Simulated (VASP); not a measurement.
# W (Im-3m) in VASP: settings compared

One crystal, W, is run at these levels: r2SCAN, PBE+D3; tasks: single point, relaxation of cell and atoms.

All numbers are computed with VASP 6.6.1; they aren't measurements. Logs are shortened: lines on timing, memory, paths and dates and some standing lists are left out, and cuts for length are marked.

## Step 1: Starting point

The structure is cubic, space group Im-3m (No. 229). The conventional cell has a = 3.165 Å, b = 3.165 Å, c = 3.165 Å, α = 90.00°, β = 90.00°, γ = 90.00°. W (site symmetry m-3m) has 8 W at 2.74 Å as nearest neighbours.

## Step 2: Single point, r2SCAN

Contents of INCAR:

```
SYSTEM = W
ALGO = Normal ; EDIFF = 1E-6
ENCUT = 520 ; ISIF = 2
ISMEAR = -1 ; LASPH = .TRUE.
LCHARG = .TRUE. ; LELF = .TRUE.
LMIXTAU = .TRUE. ; LREAL = .FALSE.
LVHAR = .TRUE. ; LWAVE = .FALSE.
METAGGA = R2SCAN ; NELM = 60
PREC = Accurate ; SIGMA = 0.05
```

Contents of KPOINTS:

```
k-points
0
G
  12 12 12
  0 0 0
```

Contents of POSCAR:

```
W
1.0
   -1.5823450000      1.5823450000      1.5823450000
    1.5823450000     -1.5823450000      1.5823450000
    1.5823450000      1.5823450000     -1.5823450000
W
1
Direct
    0.0000000000      0.0000000000      0.0000000000
```

Potentials or basis: VASP PAW PBE potentials, release 64 (W_sv).

The run is started by

```sh
$ cat potpaw_PBE.64/W_sv/POTCAR > POTCAR
$ mpirun -np 1 vasp_std > vasp.out
```

OUTCAR:

```text
SYSTEM = W
   EDIFF = 1E-6
   ENCUT = 520
   ISIF = 2
   ISMEAR = -1
   LASPH = .TRUE.
   LREAL = .FALSE.
   METAGGA = R2SCAN
   NELM = 60
   PREC = Accurate

 ion  position               nearest neighbor table
   1  0.000  0.000  0.000-

  LATTYP: Found a body centered cubic cell.
 ALAT       =     3.1646900000

  Lattice vectors:

 A1 = (  -1.5823450000,   1.5823450000,   1.5823450000)
 A2 = (   1.5823450000,  -1.5823450000,   1.5823450000)
 A3 = (   1.5823450000,   1.5823450000,  -1.5823450000)

Analysis of symmetry for initial positions (statically):
=====================================================================
 Subroutine PRICEL returns:
 Original cell was already a primitive cell.

 Routine SETGRP: Setting up the symmetry group for a
 body centered cubic supercell.

 Subroutine GETGRP returns: Found 48 space group operations
 (whereof 48 operations were pure point group operations)
 out of a pool of 48 trial point group operations.

The static configuration has the point symmetry O_h .

Analysis of symmetry for dynamics (positions and initial velocities):
=====================================================================
 Subroutine PRICEL returns:
 Original cell was already a primitive cell.

 Routine SETGRP: Setting up the symmetry group for a
 body centered cubic supercell.

 Subroutine GETGRP returns: Found 48 space group operations
 (whereof 48 operations were pure point group operations)
 out of a pool of 48 trial point group operations.

The dynamic configuration has the point symmetry O_h .

 Subroutine INISYM returns: Found 48 space group operations
 (whereof 48 operations are pure point group operations),
 and found     1 'primitive' translations

----------------------------------------------------------------------------------------

                                     Primitive cell

  volume of cell :      15.8476

  direct lattice vectors                    reciprocal lattice vectors
    -1.582345000  1.582345000  1.582345000     0.000000000  0.315986716  0.315986716
     1.582345000 -1.582345000  1.582345000     0.315986716  0.000000000  0.315986716
     1.582345000  1.582345000 -1.582345000     0.315986716  0.315986716  0.000000000

  length of vectors
     2.740701935  2.740701935  2.740701935     0.446872699  0.446872699  0.446872699

  position of ions in fractional coordinates (direct lattice)
[... 82 lines left out ...]
   NFREE  =      0    steps in history (QN), initial steepest desc. (CG)
   ISIF   =      2    stress and relaxation
   ISYM   =      2    0-nonsym 1-usesym 2-fastsym
   POTIM  = 0.5000    time-step for ionic-motion
   TEBEG  =    0.0;   TEEND  =   0.0 temperature during run
   PSTRESS=    0.0 pullay stress
   NELECT =      14.0000    total number of electrons
   NUPDOWN=      -1.0000    fix difference up-down
   EMIN   =  10.00;   EMAX   =-10.00  energy-range for DOS
   EFERMI =   0.00;   METHOD = LEGACY
   ISMEAR =    -1;   SIGMA  =   0.05  broadening in eV -4-tet -1-fermi 0-gaus
   EFERMI_NEDOS =   21; number of points for ismear=-14 and -15
   IALGO  =     38    algorithm
   IMIX   =      4    mixing-type and parameters
     AMIX     =   0.40;   BMIX     =  1.00
     AMIX_MAG =   1.60;   BMIX_MAG =  1.00
  volume/ion in A,a.u.               =      15.85       106.94
  Fermi-wavevector in a.u.,A,eV,Ry     =   1.570832  2.968442 33.572544  2.467512
  Thomas-Fermi vector in A             =   2.672506
   LORBIT       =      0    0 simple, 1 ext, 2 COOP (PROOUT), +10 PAW based schemes
   METAGGA = R2SCAN    functional components
   LHFCALC =     F    Hartree Fock is set to
   AEXX    =    0.0000 exact exchange contribution
   IVDW    =     0    specifies the selected vdW correction
   LEPSILON=     F    determine dielectric tensor
   LRPA    =     F    only Hartree local field effects (RPA)
 non-spin polarized calculation
  energy-cutoff  :      520.00
  volume of cell :       15.85
 maximum number of plane-waves:       438
   NGX = 11   NGY = 11   NGZ = 11

 number of electron      14.0000004 magnetization

 Free energy of the ion-electron system (eV)
  ---------------------------------------------------
  ext. energy  EPLUGINS =         0.00000000
  ---------------------------------------------------
  free energy    TOTEN  =       -51.35584128 eV

  energy without entropy =      -51.35238010  energy(sigma->0) =      -51.35411069

 E-fermi :  11.1593     XC(G=0): -14.9632

 val. band max:       11.0589236896   @ k =   0.0833   0.0833   0.0000
 cond. band min:      11.1673292021   @ k =  -0.2500   0.3333   0.1667
 fundamental gap:      0.1084055125
 Fermi energy:        11.1593005085

 k-point     1 :       0.0000    0.0000    0.0000
  band No.  band energies     occupation
      1     -64.8323      2.00000
      2     -27.6899      2.00000
      3     -27.6899      2.00000
      4     -27.6899      2.00000
      5       1.1632      2.00000
      6      10.0061      2.00000
      7      10.0061      2.00000
      8      10.0061      2.00000
      9      13.8534      0.00000
     10      13.8534      0.00000
     11      26.5531      0.00000
[... 309 lines left out ...]
 k-point    24 :       0.4167    0.0833    0.0833
  band No.  band energies     occupation
      1     -64.6782      2.00000
      2     -28.9725      2.00000
      3     -28.1969      2.00000
      4     -27.7899      2.00000
      5       5.4133      2.00000
      6       7.4850      2.00000
      7      10.8518      1.99574
      8      13.9528      0.00000
      9      14.7856      0.00000
     10      18.9441      0.00000
     11      21.8154      0.00000

 [... further k-points ...]

------------------------ aborting loop because EDIFF is reached ----------------------------------------

  FORCE on cell =-STRESS in cart. coord.  units (eV):
  Direction    XX          YY          ZZ          XY          YZ          ZX
  --------------------------------------------------------------------------------------
  -------------------------------------------------------------------------------------
  Total        0.2760253      0.2760253      0.2760253      0.0000000     -0.0000000      0.0000000
  in kB       27.9058920     27.9058920     27.9058920      0.0000000     -0.0000000      0.0000000
  external PRESSURE =      27.9058920 kB  Pullay stress =       0.0000000 kB

 VOLUME and BASIS-vectors are now :
 -----------------------------------------------------------------------------
  energy-cutoff  :      520.00
  volume of cell :       15.85
      direct lattice vectors                 reciprocal lattice vectors
    -1.582345000  1.582345000  1.582345000     0.000000000  0.315986716  0.315986716
     1.582345000 -1.582345000  1.582345000     0.315986716  0.000000000  0.315986716
     1.582345000  1.582345000 -1.582345000     0.315986716  0.315986716  0.000000000

 POSITION                                       TOTAL-FORCE (eV/Angst)
 -----------------------------------------------------------------------------------
      0.00000      0.00000      0.00000         0.000000      0.000000      0.000000
 -----------------------------------------------------------------------------------
    total drift:                                0.000000     -0.000000      0.000000

  FREE ENERGIE OF THE ION-ELECTRON SYSTEM (eV)
  ---------------------------------------------------
  free  energy   TOTEN  =       -51.3558412831 eV

  energy  without entropy=      -51.3523801041  energy(sigma->0) =      -51.35411069
```

OSZICAR:

```text
N       E                     dE             d eps       ncg     rms          rms(c)
DAV:   1     0.380593716480E+02    0.38059E+02   -0.81598E+03  1584   0.149E+03
DAV:   2    -0.540348735165E+02   -0.92094E+02   -0.88898E+02  1683   0.343E+02
DAV:   3    -0.556231507303E+02   -0.15883E+01   -0.15752E+01  1803   0.451E+01
DAV:   4    -0.556320602509E+02   -0.89095E-02   -0.89090E-02  1698   0.362E+00
[... 10 lines left out ...]
DAV:  15    -0.513558412735E+02    0.20196E-04   -0.27244E-05  1668   0.750E-02    0.124E-02
DAV:  16    -0.513558425291E+02   -0.12556E-05   -0.10541E-05  1722   0.418E-02    0.656E-04
DAV:  17    -0.513558401795E+02    0.23496E-05   -0.39252E-07   816   0.896E-03    0.580E-04
DAV:  18    -0.513558413173E+02   -0.11379E-05   -0.30413E-08   795   0.234E-03    0.367E-04
DAV:  19    -0.513558412831E+02    0.34200E-07   -0.46693E-09   801   0.108E-03
   1 F= -.51355841E+02 E0= -.51354111E+02  d E =-.346118E-02
```

stdout:

```text
POSCAR found type information on POSCAR W
 POSCAR found :  1 types and       1 ions
 scaLAPACK will be used
 -----------------------------------------------------------------------------
|                                                                             |
|                                                                             |
|     You enforced a specific xc type in the INCAR file but a different       |
|     I HOPE YOU KNOW WHAT YOU ARE DOING!                                     |
|                                                                             |
 -----------------------------------------------------------------------------

 LDA part: xc-table for (None), standard interpolation
 POSCAR, INCAR and KPOINTS ok, starting setup
 FFT: planning ... GRIDC
 FFT: planning ... GRID_SOFT
 FFT: planning ... GRID
 WAVECAR not read
 entering main loop
```

Wall time 33 s (1 thread of AMD EPYC 9R45 (Zen 5), shared host); peak memory 0.11 GiB.

What came out:

* Free energy: -51.3558 eV
* Pressure: 2.8 GPa
* Band gap on the k mesh: none (metal or under the smearing width)

Caveat: the PAW data sets were made with another functional, which shifts forces and pressure a little.

## Step 3: Relaxation of cell and atoms, PBE+D3

Contents of INCAR:

```
SYSTEM = W
PREC = Accurate ; ENCUT = 600
EDIFF = 1E-6 ; ISMEAR = -1
SIGMA = 0.05 ; LREAL = .FALSE.
LASPH = .TRUE. ; NELM = 60
ALGO = Fast ; ISIF = 3
LWAVE = .FALSE. ; LCHARG = .FALSE.
GGA = PE ; IVDW = 11
IBRION = 2 ; NSW = 60
EDIFFG = -0.005
```

Contents of KPOINTS:

```
Automatic mesh
0
G
  12 12 12
  0 0 0
```

POSCAR is that of step 2.

Potentials or basis: VASP PAW PBE potentials, release 64 (W_sv).

The run is started by

```sh
$ cat potpaw_PBE.64/W_sv/POTCAR > POTCAR
$ mpirun -np 1 vasp_std > vasp.out
```

Run time: 14 s. Hardware: 1 thread of Intel Xeon 6975P-C (Granite Rapids), shared host; peak memory 0.16 GiB.

The run converged. Its results:

```yaml
Free_energy: -13.5709 eV
Relaxed_volume: 15.79 Å³/atom
Relaxed_cell: a = 2.737 Å, b = 2.737 Å, c = 2.737 Å, α = 109.47°, β = 109.47°, γ = 109.47°
Space_group_after_relaxing_to_0.05_Å: Im-3m (No. 229)
Energy_gained_by_relaxing: 0.2 meV/atom
Ionic_steps: 3
Pressure_after_relaxing: 0.0 GPa
Band_gap_on_the_k_mesh: none (metal or under the smearing width)
Dispersion_energy_per_atom: -0.623 eV
```

The path:
```tsv
step	energy change (eV)	largest force (eV/Å)	pressure (GPa)	volume (Å³)
1	0.0000	0.0000	-1.27	15.85
2	0.0031	0.0000	4.82	15.56
3	-0.0002	0.0000	0.03	15.79
```

Final structure:
```
W
1.0
    -1.58033    1.58033    1.58033
     1.58033   -1.58033    1.58033
     1.58033    1.58033   -1.58033
W
1
Direct
  0.00000 0.00000 0.00000
```

Levels at points of the mesh, in eV from the Fermi level:
```csv
k point,band 3,band 4,band 5,band 6,band 7,band 8,band 9,band 10,band 11
"(0.00, 0.00, 0.00)",-37.65,-37.65,-9.57,-1.15,-1.15,-1.15,2.36,2.36,14.61
"(0.50, 0.00, 0.00)",-38.07,-37.66,-6.22,-3.50,0.78,2.25,3.24,6.27,11.58
"(0.50, 0.50, 0.50)",-38.56,-38.56,-5.78,-5.78,5.28,5.28,5.28,8.37,8.37
```

Caveat: pairwise dispersion overbinds metals, which lowers pressure and volume.
